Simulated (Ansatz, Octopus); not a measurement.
This is a calculation of ZnS (Wurtzite-2H) for Octopus 16.4. 

Contents of inp:

```
CalculationMode = gs
UnitsOutput = eV_Angstrom
PeriodicDimensions = 3
ExperimentalFeatures = yes
PseudopotentialSet = pseudodojo_pbesol
%LatticeParameters
 1*angstrom | 1*angstrom | 1*angstrom
%
%LatticeVectors
 3.811 | 0 | 0
 -1.9055 | 3.3004228138 | 0
 0 | 0 | 6.234
%
%ReducedCoordinates
 "Zn" | 0.6666666667 | 0.3333333333 | 0.5
 "Zn" | 0.3333333333 | 0.6666666667 | 0
 "S" | 0.6666666667 | 0.3333333333 | 0.885
 "S" | 0.3333333333 | 0.6666666667 | 0.385
%
%Spacing
 0.12293548*angstrom | 0.12293548*angstrom | 0.12468000*angstrom
%
DerivativesOrder = 8
%KPointsGrid
 8 | 8 | 5
%
KPointsUseSymmetries = yes
XCFunctional = gga_x_pbe_sol + gga_c_pbe_sol
SmearingFunction = fermi_dirac
Smearing = 0.05*eV
ExtraStates = 8
Eigensolver = chebyshev_filter
ConvRelDens = 3e-7
MaximumIter = 120
```

Potentials or basis: pseudodojo_pbesol (PseudoDojo 0.4, PBEsol).

The run is started by

```console
$ OMP_NUM_THREADS=1 octopus > out.log
```

Question: What does the same run look like in Ansatz 0.2.0? Potentials or basis there: all-electron LAPW, scalar-relativistic.

Answer: As run (cutoffs and basis follow the program's own potentials, and thresholds, step limits or extra output files can differ):

File input.yaml:

```yaml
crystal:
  lattice:
    - [3.811, 0.0, 0.0]
    - [-1.9055, 3.3004228138, 0.0]
    - [0.0, 0.0, 6.234]
  atoms:
    - { symbol: Zn, position: [0.6666666667, 0.3333333333, 0.5] }
    - { symbol: Zn, position: [0.3333333333, 0.6666666667, 0.0] }
    - { symbol: S, position: [0.6666666667, 0.3333333333, 0.885] }
    - { symbol: S, position: [0.3333333333, 0.6666666667, 0.385] }
kpoints:
  mp_grid: { grid: [8, 8, 5] }
scf:
  occupations: { method: fermi_dirac, width: 0.05 }
hamiltonian:
  xc: pbesol
  pseudopotentials: { kind: all_electron, lapw: { basis_error: 0.001 } }
output:
  forces: true
  stress: true
  eigenvalues: true
  populations: true
```

Potentials or basis: all-electron LAPW, scalar-relativistic.

Command:

```bash
$ ansatz run input.yaml --threads 2 --pin off --max-ram 8192MiB --backend cpu --events-out ev --progress --plain --runs-dir out
```

Both were run:

|  | Octopus | Ansatz |
| --- | --- | --- |
| Largest force | 0.306 eV/Å | 0.306 eV/Å |

Where Ansatz's input types no cutoff or centring, it takes its own default and a Γ-centred mesh.
